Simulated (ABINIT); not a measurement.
The system is ZnO (zincite).

```xyz
4
Lattice="3.2493 0.0000 0.0000 -1.6247 2.8140 0.0000 0.0000 0.0000 5.2057" Properties=species:S:1:pos:R:3 pbc="T T T"
Zn    1.6247    0.9380    0.0000
Zn    0.0000    1.8760    2.6029
O     0.0000    1.8760    4.5759
O     1.6247    0.9380    1.9730
```

Base run:

```yaml
Program: ABINIT 10.8.3 (patched build)
Functional: WC
Potentials_or_basis: JTH PAW PBE v2.0
Cutoff: 626 eV
k_mesh: 9 × 9 × 5
Occupations: fermi-dirac, width 0.05 eV
Spin: no spin polarisation
```

Its results: band gap on the k mesh 0.68 eV, direct; pressure -1.9 GPa; largest force 0.063 eV/Å.

Problem. After a change of settings the same cell gave: band gap on the k mesh 0.89 eV, direct; pressure 8.9 GPa; largest force 0.078 eV/Å. Which change was it?
A. functional from WC to LDA-VWN; potentials or basis from JTH PAW PBE v2.0 to JTH PAW LDA v2.0
B. functional from WC to RPBE
C. functional from WC to PBE; k mesh from 9 × 9 × 5 to 7 × 7 × 4
D. functional from WC to LDA-PZ; potentials or basis from JTH PAW PBE v2.0 to JTH PAW LDA v2.0

Solution. B.

RPBE binds less tightly than WC, so the same cell stands under more pressure.

Caveats: the PAW data sets were made with another functional, which shifts forces and pressure a little.
